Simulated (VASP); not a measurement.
This VASP 6.6.1 run on CdTe needs a look.

Contents of INCAR:

```
SYSTEM = CdTe
PREC = Accurate ; ENCUT = 520
EDIFF = 1E-7 ; ISMEAR = -5
SIGMA = 0.05 ; LREAL = .FALSE.
LASPH = .TRUE. ; NELM = 98
ALGO = Normal ; ISIF = 2
LWAVE = .FALSE. ; LCHARG = .FALSE.
MAGMOM = 0 0 0 0 0 0 ; LORBIT = 11
LSORBIT = .TRUE. ; GGA_COMPAT = .FALSE.
GGA = RE ; IVDW = 1
```

Contents of KPOINTS:

```
regular mesh
0
G
  1 1 1
  0 0 0
```

File POSCAR:

```
CdTe
4.5326
    0.000000000000      0.707099677889      0.707099677889
    0.707099677889      0.000000000000      0.707099677889
    0.707099677889      0.707099677889      0.000000000000
Te Cd
1 1
Direct
    0.7500000000      0.7500000000      0.7500000000
    0.0000000000      0.0000000000      0.0000000000
```

Potentials or basis: VASP PAW PBE potentials, release 64 (Te, Cd).

The run is started by

```console
$ cat potpaw_PBE.64/Te/POTCAR potpaw_PBE.64/Cd/POTCAR > POTCAR
$ mpirun -np 1 vasp_ncl > vasp.out
```

OUTCAR:

```text
SYSTEM = CdTe
   PREC = Accurate
   ENCUT = 520
   EDIFF = 1E-7
   ISMEAR = -5
   LREAL = .FALSE.
   LASPH = .TRUE.
   NELM = 98
   ISIF = 2
   LORBIT = 11
[... 116 lines left out ...]
|     EEEEEEE  RRRRRR   RRRRRR   OOOOOOO  RRRRRR      ###     ###     ###     |
|     E        R     R  R     R  O     O  R     R     ###     ###     ###     |
|     E        R     R  R     R  O     O  R     R     ###     ###     ###     |
|     EEEEE    RRRRRR   RRRRRR   O     O  RRRRRR       #       #       #      |
|     E        R   R    R   R    O     O  R   R                               |
|     E        R    R   R    R   O     O  R    R      ###     ###     ###     |
|     EEEEEEE  R     R  R     R  OOOOOOO  R     R     ###     ###     ###     |
|                                                                             |
|     IBZKPT: tetrahedron method fails for NKPT<4. NKPT = 1                   |
|                                                                             |
|       ---->  I REFUSE TO CONTINUE WITH THIS SICK JOB ... BYE!!! <----       |
|                                                                             |
 -----------------------------------------------------------------------------
```

On the terminal:

```text
POSCAR found type information on POSCAR TeCd
 POSCAR found :  2 types and       2 ions
[... 25 lines left out ...]

1
```

Task: What happened, and what is wrong with the input?

Result: The program refused the input. The input holds a flaw that was put in on purpose: one k point for a small cell (k = 1 × 1 × 1).
